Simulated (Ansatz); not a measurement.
# AlN (F-43m) in Ansatz: notebook

Runs on AlN. Level: PBEsol0. Tasks: band structure, single point, equation of state.

Everything below comes from runs of Ansatz 0.2.0. Logs are shortened: lines on timing, memory, paths and dates and some standing lists are left out, and cuts for length are marked.

**1. The structure**

Symmetry: F-43m, No. 216, cubic system. The conventional cell has a = 4.368 Å, b = 4.368 Å, c = 4.368 Å, α = 90.00°, β = 90.00°, γ = 90.00°. Al (site symmetry -43m) is surrounded by 4 N at 1.89 Å. N (site symmetry -43m) has 4 Al at 1.89 Å as nearest neighbours.

Measurements of this composition are mostly on another form, of space group No. 186.

**2. Band structure, PBEsol0**

input.yaml

```yaml
crystal:
  lattice:
    - [0.0, 2.1839935596, 2.1839935596]
    - [2.1839935596, 0.0, 2.1839935596]
    - [2.1839935596, 2.1839935596, 0.0]
  atoms:
    - { symbol: Al, position: [0.0, 0.0, 0.0] }
    - { symbol: "N", position: [0.25, 0.25, 0.25] }
hamiltonian:
  xc: { exchange: pbesol, correlation: pbesol, exx: { coeff: 0.25 } }
  pseudopotentials: { kind: paw }
kpoints:
  mp_grid: { grid: [6, 6, 6] }
  band_path:
    path:
      - [[0.0, 0.0, 0.0], [0.5, 0.0, 0.5], [0.5, 0.25, 0.75], [0.375, 0.375, 0.75], [0.0, 0.0, 0.0], [0.5, 0.5, 0.5], [0.625, 0.25, 0.625], [0.5, 0.25, 0.75], [0.5, 0.5, 0.5], [0.375, 0.375, 0.75]]
      - [[0.625, 0.25, 0.625], [0.5, 0.0, 0.5]]
    npoints: 4
scf:
  occupations: { method: fermi_dirac, width: 0.05 }
  n_extra_bands: 6
output:
  forces: true
  stress: true
  eigenvalues: true
  fatbands: false
```

Potentials or basis: Ansatz PAW.

Run with:

```console
> ansatz run input.yaml --threads 2 --pin off --max-ram 5632MiB --backend cpu --events-out ev --progress --plain --runs-dir out
```

What it wrote:

```text
Warning: output.stress: scf.convergence.dr2_threshold = 1e-7 eV (the SCF's general default) is looser than the 2e-10 eV advised for a printed stress (1e-10 eV for each atom of the cell: 2). What an SCF threshold leaves in a stress goes as its square root, and in the free energy as the threshold itself, and one threshold admits the most on a small cell: of the crystals measured, under no hybrid functional and no lock of the moments, on runs that ended without the residual-converged pass, on stresses that held no estimate of that error, the worst erred by over 100 MPa in a component at 1e-7 eV an atom and by under 5 at 1e-10. Set scf.convergence.dr2_threshold to 2e-10 eV or tighter. The threshold is an SCF's pass mark: one that does not reach it within its budget of iterations ends unconverged, or closes short of it on a stop that the run arms, and scf.convergence.dr2_threshold's page says what that costs each kind of run
Warning: output.stress: scf.exx.energy_threshold = 1e-6 eV is looser than the 2e-8 eV advised for a stress under a hybrid functional (1e-8 eV for each atom of the cell: 2). Every SCF of the exchange loop can meet its threshold on dr2 while the loop round them stops early: no threshold on dr2 bounds what that leaves in the stress. Set scf.exx.energy_threshold to 2e-8 eV or tighter. The threshold is the loop's pass mark: a loop that does not reach it within its budget of cycles ends unconverged, and scf.exx.energy_threshold's page has the law
Warning: RAYON_NUM_THREADS=2 ignored (pool sized by the plan → 2); use --threads N
scf.n_extra_bands = 6 over 4 filled bands (N_el = 8.0): the run solves 10 bands
Engine: ansatz 0.2.0, x86_64-unknown-linux-gnu
Pseudopotentials: kind: paw
Pseudopotential: Al, paw, valence charge 3, recommended cutoff 420 eV (normal), Al.paw.azcp
Pseudopotential: N, paw, valence charge 5, recommended cutoff 420 eV (normal), N.paw.azcp
Functional definition: unnamed
  parameter a_1 = 0.25
  exchange = (1 - a_1)*pbe_x(mu = 0.12345679012345678) + a_1*exact_x
  correlation = pbe_c(beta = 0.046)
Crystal: 2 atoms, lattice volume = 20.835 Å³
Basis set: ecut = 420 eV, 411 PW (Γ), exchange–correlation on 48×48×48 points (8 copies of the dense FFT grid, shifted against one another)
Bands: 10, of which v1, the nominal top of the filled ones, is band 4 counted from 1 (3 counted from 0)
Symmetry: 24 space group operations
Space group: F-43m (ITA 216), of the structure as read, at distance tolerance 2.8e-5 Å
k-points: 16 of 216 (time reversal used)
Non-local potential: Al, projectors of the file, l = 0: 2, l = 1: 2, l = 2: 1
Non-local potential: N, projectors of the file, l = 0: 2, l = 1: 2, l = 2: 1
PAW form: soft (Blöchl's): semilocal exchange-correlation on the pseudo side does not see the compensation charge
PAW frozen core: Al, regenerated for the run's functional, and the local potential with it (the file was generated under x = pbe(κ = 0.804, μ = 0.2195149727645171), c = pbe(β = 0.06672455060314922))
PAW frozen core: N, regenerated for the run's functional, and the local potential with it (the file was generated under x = pbe(κ = 0.804, μ = 0.2195149727645171), c = pbe(β = 0.06672455060314922))
PAW one-centre angular grid: Al, 110 points (default); XC on 64 Gauss nodes
PAW one-centre angular grid: N, 110 points (default); XC on 64 Gauss nodes
Initial density: superposition of atomic densities (neutral atoms: chi_scale 0, normalization atom), corrected by the library's trained network
Initial wavefunctions: pseudopotential atomic-orbital guess
Functional: x = pbesol(κ = 0.804, μ = 0.12345679012345678), c = pbesol(β = 0.046), warm-up for x = 0.75 pbesol(κ = 0.804, μ = 0.12345679012345678) + 0.25 exact, c = pbesol(β = 0.046)
SCF iter   1: F=—  HF=-905.907725 eV  |F-HF|=—  |Δ(HF+E_count)|=         —  Δρ=9.53e-3  dr2=2.00e-2  ethr=1.77e-3  ⟨swp⟩=8.3  Hψ=817  notcnv=0
preconditioner: auto → none  [insulator: Δε(μ)=3.052 eV  Ē_g=17.672 eV  σ=0.050 eV  W_gap=1.00  n_scr=0 (ndim 8)  ℏωp=23.0 eV  f_vac=0.000  D(μ)=0.00/eV (n_scr^D=0)]
SCF iter   2: F=—  HF=-905.902564 eV  |F-HF|=—  |Δ(HF+E_count)|=   5.16e-3  Δρ=3.23e-3  dr2=2.53e-3  ethr=2.50e-4  ⟨swp⟩=2.6  Hψ=315  notcnv=0  defer=5
iter 3 solved again at ethr=1.18e-7 eV; its pass at ethr=3.16e-5 eV (dr2=9.44e-6 eV) is discarded
SCF iter   3: F=-905.901936 eV  HF=-905.901936 eV  |F-HF|=1.52e-7  |Δ(HF+E_count)|=   6.28e-4  Δρ=3.68e-4  dr2=1.07e-5  ethr=1.18e-7  ⟨swp⟩=3.5  Hψ=579  notcnv=0  defer=1
SCF 1 stopped early in 3 iterations: F = -905.901936 eV  dr2 = 1.07e-5
Initial density: handed on by an earlier stage of this run
Initial wavefunctions: those handed on with the density
Functional: x = 0.75 pbesol(κ = 0.804, μ = 0.12345679012345678) + 0.25 exact, c = pbesol(β = 0.046)
Frozen-core exchange: fock
SCF iter   1: F=—  HF=-911.968146 eV  |F-HF|=—  |Δ(HF+E_count)|=         —  Δρ=5.83e-3  dr2=7.31e-3  ethr=1.33e-6  ⟨swp⟩=7.1  Hψ=809  notcnv=0
preconditioner: auto → none  [insulator: Δε(μ)=5.226 eV  Ē_g=20.826 eV  σ=0.050 eV  W_gap=1.00  n_scr=0 (ndim 8)  ℏωp=23.0 eV  f_vac=0.000  D(μ)=0.00/eV (n_scr^D=0)]
SCF iter   2: F=—  HF=-911.965625 eV  |F-HF|=—  |Δ(HF+E_count)|=   2.52e-3  Δρ=2.60e-3  dr2=1.35e-3  ethr=1.33e-6  ⟨swp⟩=3.9  Hψ=327  notcnv=0
SCF iter   3: F=—  HF=-911.969130 eV  |F-HF|=—  |Δ(HF+E_count)|=   3.50e-3  Δρ=7.46e-4  dr2=1.85e-4  ethr=1.33e-6  ⟨swp⟩=3.1  Hψ=305  notcnv=0
SCF iter   4: F=—  HF=-911.969082 eV  |F-HF|=—  |Δ(HF+E_count)|=   4.75e-5  Δρ=4.88e-5  dr2=8.80e-6  ethr=1.33e-6  ⟨swp⟩=2.1  Hψ=230  notcnv=0
SCF iter   5: F=-911.969131 eV  HF=-911.969132 eV  |F-HF|=1.10e-6  |Δ(HF+E_count)|=   4.94e-5  Δρ=8.32e-5  dr2=2.00e-6  ethr=4.04e-9  ⟨swp⟩=4.1  Hψ=555  notcnv=0
SCF 2 stopped early in 5 iterations: F = -911.969131 eV  dr2 = 2.00e-6
hybrid outer 1: dexx = +4.438e-3 eV, tail = 7.37e-6 eV
Frozen-core exchange: fock
SCF iter   1: F=—  HF=-911.969133 eV  |F-HF|=—  |Δ(HF+E_count)|=         —  Δρ=2.41e-5  dr2=4.87e-8  ethr=4.61e-7  ⟨swp⟩=2.7  Hψ=331  notcnv=0
preconditioner: auto → none  [insulator: Δε(μ)=5.199 eV  Ē_g=20.791 eV  σ=0.050 eV  W_gap=1.00  n_scr=0 (ndim 8)  ℏωp=23.0 eV  f_vac=0.000  D(μ)=0.00/eV (n_scr^D=0)]
SCF iter   2: F=—  HF=-911.969133 eV  |F-HF|=—  |Δ(HF+E_count)|=   7.28e-8  Δρ=7.61e-6  dr2=1.38e-8  ethr=4.80e-10  ⟨swp⟩=4.0  Hψ=345  notcnv=0
SCF iter   3: F=-911.969133 eV  HF=-911.969133 eV  |F-HF|=3.37e-10  |Δ(HF+E_count)|=   1.81e-9  Δρ=2.77e-6  dr2=9.22e-10  ethr=1.30e-10  ⟨swp⟩=2.7  Hψ=273  notcnv=0  defer=1
SCF 3 converged in 3 iterations: F = -911.969133 eV  dr2 = 9.22e-10
  Residual-converged pass: ⟨swp⟩=3.0  Hψ=277  notcnv=0  max |occ|·‖R‖ = 1.9e-6 eV (tolerance 2.4e-6 eV)  dr2=9.34e-10  dr2_onsite=2.37e-10  max |Δocc| = 0.0e0
hybrid outer 2: dexx = +7.400e-8 eV, tail = 3.32e-9 eV, Δε = 2.35e-3 eV (about 7.30e-5 eV left of the loop's levels)
NSCF: frozen V_eff on 42 k-points
hybrid SCF converged: 2 outer / 8 inner (+3 warm-up), last move |dexx| = 7.40e-8 eV, tail = 3.32e-9 eV
Stability not checked: this state was not tested for a lower state beside it, because the functional holds exact exchange (a hybrid, or Hartree-Fock), whose exchange loop this test does not read (fock_operator; see scf.lower_state_search)
Free energy (F): -911.969133 eV
Frozen-core exchange: fock
Harris-Foulkes:  -911.969133 eV  (|F-HF|=3.37e-10)
Internal energy: -911.969133 eV  (E = F + TS)
E sigma→0 (E₀):  -911.969133 eV
Fermi energy:    8.183916 eV
--- Per-component energies (eV) ---
  E_band       = 0.182431
  E_kinetic    = 159.614298
  E_local      = -222.022137  (includes V_loc(G=0)·N_el)
  E_nonlocal   = 54.707373
  E_hartree    = 76.938462
  E_xc         = -78.347801
  E_vxc        = -83.655671  (∫ρ·V_xc dr)
  E_exx        = -21.184651  (= α·E_x^exact, valence–valence)
  E_paw        = -585.037816  (= ΣΔE_a)
  E_vpaw       = -19.968949  (= ΣTr[D̂ρ^β])
  E_aug_tail   = 0.000094  (compensation charges beyond the density's cutoff)
  E_ewald      = -296.603555
  E_core_change = -0.033399  (= ΣΔE_core)
  E_smearing   = -0.000000  (= −TS)
  E_closure    = 0.000001  (closes the sum)
  Σ components = -911.969133   (vs F -911.969133, Δ=0.00e0)
--- Forces (eV/Å), atoms counted from 1 ---
  atom   1  Al     0.00000000    -0.00000000    -0.00000000
  atom   2  N     -0.00000000     0.00000000    -0.00000000
  max |Σ_I F_I| component: 1.94e-16 eV/Å
--- Stress (GPa, compression-positive) ---
       -2.938637       0.000000      -0.000000
        0.000000      -2.938637       0.000000
       -0.000000       0.000000      -2.938637
  P = ⅓ Tr σ = -2.9386 GPa (-29.386 kbar)
--- Band table (eV; the first three rows and the last of 16) ---
  k-point 0: bands = ["-10.8774", "5.5746", "5.5746", "5.5746", "11.8155", "20.5582", "20.5582", "20.5582", "25.6970", "25.6970"]
  k-point 1: bands = ["-10.4494", "3.5859", "5.4275", "5.4275", "13.3234", "19.6406", "20.7385", "20.7385", "23.8404", "23.8404"]
  k-point 2: bands = ["-9.3896", "0.6077", "5.1613", "5.1613", "14.7993", "18.4269", "19.6353", "19.6353", "25.3610", "25.6331"]
  k-point 15: bands = ["-7.9485", "0.8551", "2.5261", "2.8730", "12.8290", "18.1597", "21.0793", "21.3311", "24.9041", "28.3594"]
```

Run time: 41 s. Hardware: 2 threads of Intel Xeon Platinum 8488C (Sapphire Rapids), shared host; peak memory 0.65 GiB.

What came out:

| Item | Value |
| --- | --- |
| Free energy | -911.9691 eV |
| Pressure | -2.9 GPa |
| Band gap on the k mesh | 5.20 eV, indirect (least direct gap 6.24 eV) |
| Band gap along the path | 5.20 eV, indirect (least direct gap 6.24 eV) |

Levels at the corners of the path, in eV from the valence-band top:
| point | band 2 | band 3 | band 4 | band 5 | band 6 | band 7 |
| --- | --- | --- | --- | --- | --- | --- |
| Γ | 0.00 | 0.00 | 0.00 | 6.24 | 14.98 | 14.98 |
| X | -5.37 | -1.95 | -1.95 | 5.20 | 10.74 | 16.82 |
| W | -4.12 | -3.79 | -2.91 | 8.12 | 13.74 | 14.41 |
| K | -4.65 | -3.96 | -1.51 | 7.17 | 12.42 | 15.83 |
| Γ | 0.00 | 0.00 | 0.00 | 6.24 | 14.98 | 14.98 |
| L | -6.40 | -0.53 | -0.53 | 9.57 | 12.34 | 13.43 |
| U | -4.65 | -3.96 | -1.51 | 7.17 | 12.42 | 15.83 |
| W | -4.12 | -3.79 | -2.91 | 8.12 | 13.74 | 14.41 |
| L | -6.40 | -0.53 | -0.53 | 9.57 | 12.34 | 13.43 |
| K | -4.65 | -3.96 | -1.51 | 7.17 | 12.42 | 15.83 |
| U | -4.65 | -3.96 | -1.51 | 7.17 | 12.42 | 15.83 |
| X | -5.37 | -1.95 | -1.95 | 5.20 | 10.74 | 16.82 |

Caveat: the pressure holds a Pulay correction of +0.4 GPa for the finite cutoff; the PAW data sets come from PBE, with cores solved anew for the run's functional, which leaves a small shift of forces and pressure; the thresholds are loose for stress.

(Part 1 of 2 ends here.)
